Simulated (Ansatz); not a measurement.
V (hcp type), DFT, PBE, all-electron LAPW, scalar-relativistic (Ansatz 0.2.0), on 1 thread of Intel(R) Xeon(R) 6975P-C (Granite Rapids) (shared host).

Command: `ansatz run input.yaml --threads 1 --pin off --max-ram 2048MiB --backend cpu --events-out ev --progress --plain --runs-dir out`

```yaml
crystal:
  lattice:
    - [2.2509530075, 0.0, 0.0]
    - [-1.1254765037, 1.9493824872, 0.0]
    - [0.0, 0.0, 4.1082756591]
  atoms:
    - { symbol: V, position: [0.3333333333, 0.6666666667, 0.25] }
    - { symbol: V, position: [0.6666666667, 0.3333333333, 0.75] }
kpoints:
  mp_grid: { grid: [18, 18, 10] }
scf:
  occupations: { method: fermi_dirac, width: 0.1 }
hamiltonian:
  xc: pbe
  pseudopotentials: { kind: all_electron, lapw: { basis_error: 0.001 } }
output:
  forces: true
  stress: true
  eigenvalues: true
  populations: true
```

How large is the problem that the program sets up?

222 irreducible k-points, 301 plane waves at Γ, 23 bands.

About how long does it take, and how much memory?

20 s of wall time for 7 SCF iterations, with a peak of 0.61 GiB. Times on shared machines scatter by tens of per cent.
